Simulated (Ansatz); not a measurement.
# diamond against fcc along the 3d metals

All numbers below come from DFT, PBEsol, plane waves (420 eV) with PAW, scalar-relativistic in Ansatz. (PAW data from PBE, frozen cores regenerated.)

Each structure is relaxed within its symmetry, in the lowest magnetic state of the tried starts. Differences under about 8 meV lie within the error of the k-point mesh.

| element | E(diamond) − E(fcc) (meV/atom) | V(diamond) (Å³/atom) | V(fcc) (Å³/atom) | state of diamond | state of fcc |
| --- | --- | --- | --- | --- | --- |
| Sc | 1985 | 31.25 | 23.70 | spin not included | spin not included |
| Ti | 2333 | 21.18 | 16.71 | spin not included | spin not included |
| V | 2215 | 17.55 | 13.41 | spin not included | spin not included |
| Mn | 1413 | 15.39 | 10.52 | antiferromagnetic | antiferromagnetic |
| Fe | 1262 | 13.87 | 10.16 | non-magnetic | antiferromagnetic |
| Co | 1423 | 14.26 | 10.44 | ferromagnetic | ferromagnetic |
| Ni | 1352 | 15.69 | 10.39 | ferromagnetic | ferromagnetic |
| Cu | ? | ? | ? | ? | ? |
| Zn | 583 | 22.58 | 14.19 | spin not included | spin not included |

(1) Fill in the row of Cu.

Results:

(1) E(diamond) − E(fcc) (meV/atom): 1201; V(diamond) (Å³/atom): 17.89; V(fcc) (Å³/atom): 11.31; state of diamond: spin not included; state of fcc: spin not included.
